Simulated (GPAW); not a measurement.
**InGaAs2: single point with PBEsol**

The system is InGaAs2.

```xyz
4
Lattice="4.2250 0.0000 0.0000 0.0000 4.2250 0.0000 0.0000 0.0000 5.9621" Properties=species:S:1:pos:R:3 pbc="T T T"
In    0.0053    0.0363    2.9742
As    0.0470    2.1486    1.3550
As    2.1324   -0.0081    4.5548
Ga    2.1246    2.0499   -0.0452
```

The cell comes from a database or a generator and needn't be the stable form of this composition.

The cell isn't the ideal one: atoms moved at random, drawn with an rms of 0.05 Å.

| Property | Result |
| --- | --- |
| Program | GPAW 26.7.0 |
| Task | single point |
| Functional | PBEsol |
| Potentials or basis | PAW data sets generated in the run's folder for this functional |
| Cutoff | 600 eV |
| Basis | pw |
| k mesh | 6 × 6 × 5 |
| Occupations | fermi-dirac, width 0.05 eV |
| Spin | no spin polarisation |

```
Pressure               : -2.4 GPa
Largest force          : 0.515 eV/Å
Band gap on the k mesh : none (metal or under the smearing width)
```

Forces on the atoms (eV/Å):
```
In   0.122  0.037 -0.218
As  -0.257 -0.105  0.032
As  -0.088 -0.322 -0.066
Ga   0.223  0.389  0.252
```

Stress tensor (GPa, compression positive):
```
-2.46 -0.02 -0.41
-0.02 -2.45  0.43
-0.41  0.43 -2.28
```

Levels at points of the mesh, in eV from the Fermi level:
```tsv
k point	band 9	band 10	band 11	band 12	band 13	band 14	band 15	band 16	band 17	band 18
(0.00, 0.00, 0.00)	-2.48	-2.43	-0.46	-0.21	-0.05	-0.01	1.47	1.71	3.67	3.72
(0.00, 0.50, 0.00)	-4.91	-3.04	-2.84	-1.34	-0.94	1.95	2.81	4.72	4.77	5.10
(0.50, 0.00, 0.00)	-5.00	-3.06	-2.83	-1.49	-0.82	1.82	2.89	4.73	4.85	5.13
(0.50, 0.50, 0.00)	-5.73	-2.53	-2.40	-2.33	-2.22	1.33	1.48	1.61	1.91	8.84
```

It took 100 s on 1 thread of Arm Neoverse V2, on a shared host, peak memory 0.38 GiB.
